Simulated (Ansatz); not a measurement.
BN:

```
CELL_PARAMETERS angstrom
2.49824 0.00000 0.00000
-1.24912 2.16354 0.00000
0.00000 0.00000 6.63570
ATOMIC_POSITIONS crystal
N 0.66667 0.33333 0.25000
N 0.33333 0.66667 0.75000
B 0.66667 0.33333 0.75000
B 0.33333 0.66667 0.25000
```

Base run:

- Program: Ansatz 0.2.0
- Functional: BLYP
- Potentials or basis: Ansatz PAW
- Cutoff: 420 eV (not typed: the program's choice for these potentials)
- k mesh: 12 × 12 × 4
- Occupations: fermi-dirac, width 0.05 eV
- Spin: no spin polarisation

Its results: band gap on the k mesh 4.36 eV, indirect (least direct gap 4.71 eV); pressure 7.3 GPa.

Q: After a change of settings the same cell gave: band gap on the k mesh 4.38 eV, indirect (least direct gap 4.73 eV); pressure 8.1 GPa. Which change was it?
A. functional from BLYP to RPBE; occupations from fermi-dirac, width 0.05 eV to gaussian, width 0.05 eV
B. functional from BLYP to RPBE
C. functional from BLYP to r2SCAN; cutoff from 420 eV (not typed: the program's choice for these potentials) to 500 eV (not typed: the program's choice for these potentials)
D. functional from BLYP to revPBE

A: D.

Caveats: this functional lacks dispersion, which binds the layers, so the pressure and a relaxed spacing across them are unreliable; the PAW data sets come from PBE, with cores solved anew for the run's functional, which leaves a small shift of forces and pressure.

Runs at the PBE level aren't shown here.
